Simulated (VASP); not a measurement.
# PbSe (Clausthalite) (Fm-3m) in VASP: notebook

One crystal, PbSe (Clausthalite), is run at these levels: LDA, PBE0; tasks: single point.

All numbers are computed with VASP 6.6.1; they aren't measurements. Logs are shortened: lines on timing, memory, paths and dates and some standing lists are left out, and cuts for length are marked.

**1. Starting point**

It takes space group Fm-3m (No. 225, cubic). The conventional cell has a = 6.124 Å, b = 6.124 Å, c = 6.124 Å, α = 90.00°, β = 90.00°, γ = 90.00°. Pb (site symmetry m-3m) has 6 Se at 3.06 Å as nearest neighbours. Se (site symmetry m-3m) has 6 Pb at 3.06 Å as nearest neighbours.

**2. Single point, LDA, non-collinear spin, zero start, spin-orbit coupling**

INCAR

```
ALGO = Normal
EDIFF = 1E-7
ENCUT = 520
GGA = CA
GGA_COMPAT = F
ISIF = 2
ISMEAR = 0
LASPH = T
LCHARG = T
LORBIT = 11
LREAL = F
LSORBIT = T
LVHAR = T
LWAVE = F
MAGMOM = 0 0 0 0 0 0
NBANDS = 32
NELM = 80
PREC = Accurate
SIGMA = 0.02
```

KPOINTS

```
k-points
0
Gamma
  8 8 8
```

POSCAR

```
PbSe
1.0
    0.0000000000      3.0621500000      3.0621500000
    3.0621500000      0.0000000000      3.0621500000
    3.0621500000      3.0621500000      0.0000000000
Pb Se
1 1
Direct
    0.0000000000      0.0000000000      0.0000000000
    0.5000000000      0.5000000000      0.5000000000
```

Potentials or basis: VASP PAW LDA potentials, release 64 (Pb_d, Se).

The run is started by

```console
> cat potpaw_LDA.64/Pb_d/POTCAR potpaw_LDA.64/Se/POTCAR > POTCAR
> mpirun -np 1 vasp_ncl > vasp.out
```

OUTCAR:

```text
EDIFF = 1E-7
   ENCUT = 520
   GGA = CA
   ISIF = 2
   ISMEAR = 0
   LASPH = T
   LORBIT = 11
   LREAL = F
   LSORBIT = T
   NELM = 80
   PREC = Accurate

 ion  position               nearest neighbor table
   1  0.000  0.000  0.000-   2 3.06   2 3.06   2 3.06   2 3.06   2 3.06   2 3.06
   2  0.500  0.500  0.500-   1 3.06   1 3.06   1 3.06   1 3.06   1 3.06   1 3.06

  LATTYP: Found a face centered cubic cell.
 ALAT       =     6.1243000000

  Lattice vectors:

 A1 = (   0.0000000000,   3.0621500000,   3.0621500000)
 A2 = (   3.0621500000,   0.0000000000,   3.0621500000)
 A3 = (   3.0621500000,   3.0621500000,   0.0000000000)

Analysis of symmetry for initial positions (statically):
=====================================================================
 Subroutine PRICEL returns:
 Original cell was already a primitive cell.

 Routine SETGRP: Setting up the symmetry group for a
 face centered cubic supercell.

 Subroutine GETGRP returns: Found 48 space group operations
 (whereof 48 operations were pure point group operations)
 out of a pool of 48 trial point group operations.

The static configuration has the point symmetry O_h .

Analysis of symmetry for dynamics (positions and initial velocities):
=====================================================================
 Subroutine PRICEL returns:
 Original cell was already a primitive cell.

 Routine SETGRP: Setting up the symmetry group for a
 face centered cubic supercell.

 Subroutine GETGRP returns: Found 48 space group operations
 (whereof 48 operations were pure point group operations)
 out of a pool of 48 trial point group operations.

The dynamic configuration has the point symmetry O_h .

Analysis of structural, dynamic, and magnetic symmetry:
=====================================================================
 Subroutine PRICEL returns:
 Original cell was already a primitive cell.

 Routine SETGRP: Setting up the symmetry group for a
 face centered cubic supercell.

 Subroutine GETGRP returns: Found 48 space group operations
 (whereof 48 operations were pure point group operations)
 out of a pool of 48 trial point group operations.

The overall configuration has the point symmetry O_h .

 Subroutine INISYM returns: Found 48 space group operations
 (whereof 48 operations are pure point group operations),
 and found     1 'primitive' translations

----------------------------------------------------------------------------------------

                                     Primitive cell

  volume of cell :      57.4261

  direct lattice vectors                    reciprocal lattice vectors
     0.000000000  3.062150000  3.062150000    -0.163283967  0.163283967  0.163283967
     3.062150000  0.000000000  3.062150000     0.163283967 -0.163283967  0.163283967
     3.062150000  3.062150000  0.000000000     0.163283967  0.163283967 -0.163283967

  length of vectors
     4.330534060  4.330534060  4.330534060     0.282816127  0.282816127  0.282816127

  position of ions in fractional coordinates (direct lattice)
     0.000000000  0.000000000  0.000000000
     0.500000000  0.500000000  0.500000000

  ion indices of the primitive-cell ions
   primitive index   ion index
                 1           1
                 2           2

----------------------------------------------------------------------------------------

 KPOINTS: k-points

Automatic generation of k-mesh.
 Grid dimensions read from file:
 generate k-points for:    8    8    8

 Generating k-lattice:
[... 77 lines left out ...]
   ISMEAR =     0;   SIGMA  =   0.02  broadening in eV -4-tet -1-fermi 0-gaus
   EFERMI_NEDOS =   21; number of points for ismear=-14 and -15
   IALGO  =     38    algorithm
   IMIX   =      4    mixing-type and parameters
     AMIX     =   0.40;   BMIX     =  1.00
     AMIX_MAG =   1.60;   BMIX_MAG =  1.00
  volume/ion in A,a.u.               =      28.71       193.77
  Fermi-wavevector in a.u.,A,eV,Ry     =   1.151812  2.176610 18.050462  1.326672
  Thomas-Fermi vector in A             =   2.288467
   LORBIT       =     11    0 simple, 1 ext, 2 COOP (PROOUT), +10 PAW based schemes
   GGA     = CA    functional components
   LHFCALC =     F    Hartree Fock is set to
   AEXX    =    0.0000 exact exchange contribution
   IVDW    =     0    specifies the selected vdW correction
   LEPSILON=     F    determine dielectric tensor
   LRPA    =     F    only Hartree local field effects (RPA)
 Gauss-broadening in eV      SIGMA  =   0.02
  energy-cutoff  :      520.00
  volume of cell :       57.43
 maximum number of plane-waves:      3144
   NGX = 17   NGY = 17   NGZ = 17

 number of electron      19.9999997 magnetization       0.0000000     -0.0000000     -0.0000000

 number of electron      19.9999997 magnetization      -0.0000000      0.0000000      0.0000000

 number of electron      19.9999997 magnetization      -0.0000000     -0.0000000     -0.0000000

 number of electron      19.9999997 magnetization       0.0000000      0.0000000      0.0000000

 Free energy of the ion-electron system (eV)
  ---------------------------------------------------
  ext. energy  EPLUGINS =         0.00000000
  ---------------------------------------------------
  free energy    TOTEN  =        -9.88728865 eV

  energy without entropy =       -9.88728865  energy(sigma->0) =       -9.88728865

 E-fermi :   4.7433     XC(G=0):  -9.8374

 val. band max:        4.6624781760   @ k =   0.5000   0.0000   0.0000
 cond. band min:       4.8780014960   @ k =   0.5000   0.0000   0.0000
 fundamental gap:      0.2155233201
 Fermi energy:         4.7433466877

 k-point     1 :       0.0000    0.0000    0.0000
  band No.  band energies     occupation
      1     -13.3442      1.00000
      2     -13.3442      1.00000
      3     -13.3442      1.00000
      4     -13.3442      1.00000
      5     -10.7842      1.00000
      6     -10.7842      1.00000
[... 829 lines left out ...]
     31      15.6899      0.00000
     32      15.7245      0.00000

 [... further k-points ...]

------------------------ aborting loop because EDIFF is reached ----------------------------------------

  FORCE on cell =-STRESS in cart. coord.  units (eV):
  Direction    XX          YY          ZZ          XY          YZ          ZX
  --------------------------------------------------------------------------------------
  -------------------------------------------------------------------------------------
  Total       -0.8609198     -0.8609198     -0.8609198      0.0000000      0.0000000     -0.0000000
  in kB      -24.0194960    -24.0194960    -24.0194960      0.0000000      0.0000000     -0.0000000
  external PRESSURE =     -24.0194960 kB  Pullay stress =       0.0000000 kB

 VOLUME and BASIS-vectors are now :
 -----------------------------------------------------------------------------
  energy-cutoff  :      520.00
  volume of cell :       57.43
      direct lattice vectors                 reciprocal lattice vectors
     0.000000000  3.062150000  3.062150000    -0.163283967  0.163283967  0.163283967
     3.062150000  0.000000000  3.062150000     0.163283967 -0.163283967  0.163283967
     3.062150000  3.062150000  0.000000000     0.163283967  0.163283967 -0.163283967

 POSITION                                       TOTAL-FORCE (eV/Angst)
 -----------------------------------------------------------------------------------
      0.00000      0.00000      0.00000         0.000000      0.000000     -0.000000
      3.06215      3.06215      3.06215        -0.000000     -0.000000      0.000000
 -----------------------------------------------------------------------------------
    total drift:                                0.000000     -0.000000     -0.000000

  FREE ENERGIE OF THE ION-ELECTRON SYSTEM (eV)
  ---------------------------------------------------
  free  energy   TOTEN  =        -9.8872886487 eV

  energy  without entropy=       -9.8872886487  energy(sigma->0) =       -9.88728865

 Spin-Orbit-Coupling matrix elements

 Ion:    1  E_soc:     -0.8814884
 l=   1
     0.0000000    -0.0784787    -0.0784787
    -0.0784787     0.0000000    -0.0784787
    -0.0784787    -0.0784787     0.0000000
 l=   2
     0.0000000    -0.0137448     0.0000000    -0.0137448    -0.0546912
    -0.0137448     0.0000000    -0.0410184    -0.0137448    -0.0136728
     0.0000000    -0.0410184     0.0000000    -0.0410184     0.0000000
    -0.0137448    -0.0137448    -0.0410184     0.0000000    -0.0136728
    -0.0546912    -0.0136728     0.0000000    -0.0136728     0.0000000
 l=   3
     0.0000000     0.0000000     0.0000000     0.0000000     0.0000000     0.0000000     0.0000000
     0.0000000     0.0000000     0.0000000     0.0000000     0.0000000     0.0000000     0.0000000
     0.0000000     0.0000000     0.0000000     0.0000000     0.0000000     0.0000000     0.0000000
     0.0000000     0.0000000     0.0000000     0.0000000     0.0000000     0.0000000     0.0000000
     0.0000000     0.0000000     0.0000000     0.0000000     0.0000000     0.0000000     0.0000000
     0.0000000     0.0000000     0.0000000     0.0000000     0.0000000     0.0000000     0.0000000
     0.0000000     0.0000000     0.0000000     0.0000000     0.0000000     0.0000000     0.0000000

 Ion:    2  E_soc:     -0.0521161
 l=   1
     0.0000000    -0.0087040    -0.0087040
    -0.0087040     0.0000000    -0.0087040
    -0.0087040    -0.0087040     0.0000000
 l=   2
     0.0000000    -0.0000024     0.0000000    -0.0000024     0.0000204
    -0.0000024     0.0000000     0.0000153    -0.0000024     0.0000051
     0.0000000     0.0000153     0.0000000     0.0000153     0.0000000
    -0.0000024    -0.0000024     0.0000153     0.0000000     0.0000051
     0.0000204     0.0000051     0.0000000     0.0000051     0.0000000
 l=   3
     0.0000000     0.0000000     0.0000000     0.0000000     0.0000000     0.0000000     0.0000000
     0.0000000     0.0000000     0.0000000     0.0000000     0.0000000     0.0000000     0.0000000
     0.0000000     0.0000000     0.0000000     0.0000000     0.0000000     0.0000000     0.0000000
     0.0000000     0.0000000     0.0000000     0.0000000     0.0000000     0.0000000     0.0000000
     0.0000000     0.0000000     0.0000000     0.0000000     0.0000000     0.0000000     0.0000000
     0.0000000     0.0000000     0.0000000     0.0000000     0.0000000     0.0000000     0.0000000
     0.0000000     0.0000000     0.0000000     0.0000000     0.0000000     0.0000000     0.0000000

 total charge

# of ion       s       p       d       tot
------------------------------------------
    1        1.457   0.581   9.836  11.874
    2        1.478   2.300   0.018   3.796
--------------------------------------------------
tot          2.935   2.881   9.854  15.670

 magnetization (x)

# of ion       s       p       d       tot
------------------------------------------
    1        0.000   0.000  -0.000   0.000
    2        0.000  -0.000   0.000   0.000
--------------------------------------------------
tot          0.000  -0.000  -0.000   0.000

 magnetization (y)

# of ion       s       p       d       tot
------------------------------------------
    1        0.000  -0.000  -0.000   0.000
    2        0.000  -0.000   0.000  -0.000
--------------------------------------------------
tot          0.000  -0.000  -0.000   0.000

 magnetization (z)

# of ion       s       p       d       tot
------------------------------------------
    1        0.000   0.000   0.000   0.000
    2       -0.000  -0.000   0.000  -0.000
--------------------------------------------------
tot          0.000  -0.000   0.000   0.000
```

Wall time 62 s (1 thread of Intel Xeon 6975P-C (Granite Rapids), shared host); peak memory 0.29 GiB.

Results:

* Free energy: -9.8873 eV
* Pressure: -2.4 GPa
* Net moment: 0.00 μB per cell
* Valence electrons inside the program's atomic spheres: Pb 11.87; Se 3.80

Moments on the atoms (μB; x, y, z):
```
Pb  0.00 0.00 0.00
Se  0.00 0.00 0.00
```

**3. Single point, PBE0**

POSCAR is that of step 2.

INCAR.step1

```
ALGO = Normal ; EDIFF = 1E-5
ENCUT = 520 ; GGA = PE
ISIF = 2 ; ISMEAR = 0
LASPH = True ; LCHARG = False
LREAL = False ; LWAVE = True
NELM = 80 ; PREC = Accurate
SIGMA = 0.02
```

INCAR.step2

```
AEXX = 0.25 ; ALGO = Normal
EDIFF = 1E-6 ; ENCUT = 520
GGA = PE ; ISIF = 2
ISMEAR = 0 ; ISTART = 1
LASPH = True ; LCHARG = False
LHFCALC = True ; LREAL = False
LWAVE = False ; NELM = 80
PREC = Accurate ; PRECFOCK = Normal
SIGMA = 0.02
```

KPOINTS

```
k-points
0
Gamma
  4 4 4
```

Potentials or basis: VASP PAW PBE potentials, release 64 (Pb_d, Se).

The run is started by

```console
> cat potpaw_PBE.64/Pb_d/POTCAR potpaw_PBE.64/Se/POTCAR > POTCAR
> cp INCAR.step1 INCAR
> mpirun -np 1 vasp_std > vasp.out
> cp INCAR.step2 INCAR
> mpirun -np 1 vasp_std > vasp.out
```

Wall time 14 min (1 thread of Intel Xeon Platinum 8259CL at 2.50GHz (Skylake/Cascade Lake), shared host); peak memory 0.2 GiB.

The run converged. Its results:

- Free energy: -10.7681 eV
- Pressure: 1.0 GPa
- Band gap on the k mesh: 1.37 eV, direct

Levels at points of the mesh, in eV from the valence-band top:
```
           k point  band 6  band 7  band 8  band 9  band 10  band 11  band 12  band 13  band 14
(0.00, 0.00, 0.00)  -15.11   -6.71   -2.23   -2.23    -2.23     6.20     6.20     6.20     7.86
(0.50, 0.00, 0.00)  -13.93   -9.69   -1.79   -1.79     0.00     1.37     2.85     2.85    10.02
(0.50, 0.50, 0.00)  -13.52   -7.98   -5.69   -3.73    -3.73     4.84     7.19     7.19     7.66
```

Caveat: the k mesh is coarse (spacing up to 0.44 Å⁻¹), so the values aren't converged, least of all with exact exchange; the PAW data sets were made with another functional, which shifts forces and pressure a little; spin-orbit coupling is left out, which as a rule narrows the gap of such compounds by several tenths of an eV.
